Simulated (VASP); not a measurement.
Runs of VASP 6.6.1 on TiC. Symmetry: P-6m2, No. 187, hexagonal system. The conventional cell has a = 3.042 Å, b = 3.042 Å, c = 2.698 Å, α = 90.00°, β = 90.00°, γ = 120.00°. Ti (site symmetry -6m2) is surrounded by 6 C at 2.21 Å. C (site symmetry -6m2) is surrounded by 6 Ti at 2.21 Å. The cell was built by a generator and needn't be a form met in nature.

```tsv
task	level	cell	cutoff (eV)	smearing	gap on the mesh (eV)	pressure (GPa)	relaxed volume (Å³/atom)
relaxation of cell and atoms	optB86b-vdW	relaxed	600	fermi-dirac 0.05 eV	none	0.0	10.69
relaxation of cell and atoms	vdW-DF2	relaxed	600	fermi-dirac 0.05 eV	none	0.0	(b)
relaxation of cell and atoms	optPBE-vdW	relaxed	600	fermi-dirac 0.05 eV	none	0.0	10.92
relaxation of cell and atoms	vdW-DF	relaxed	600	fermi-dirac 0.05 eV	none	0.1	11.15
relaxation of cell and atoms	BEEF-vdW	relaxed	600	fermi-dirac 0.05 eV	none	-0.2	10.84
single point	PBE	as given	520	gaussian 0.013 eV	none	0.3	-
relaxation of cell and atoms	optB88-vdW	relaxed	600	fermi-dirac 0.05 eV	none	0.0	(a)
relaxation of cell and atoms	vdW-DF-cx	relaxed	600	fermi-dirac 0.05 eV	none	-0.1	(c)
```

Alike in all rows: potentials or basis VASP PAW PBE potentials, release 64 (Ti_sv, C); no spin polarisation; k mesh 10 × 10 × 10.

Question: Fill in the values left out.

Answer: (a) 10.81; (b) 11.38; (c) 10.61.

Caveats: the PAW data sets were made with another functional, which shifts forces and pressure a little (some runs).

A gap of «none» marks a metal or a gap under the smearing width.
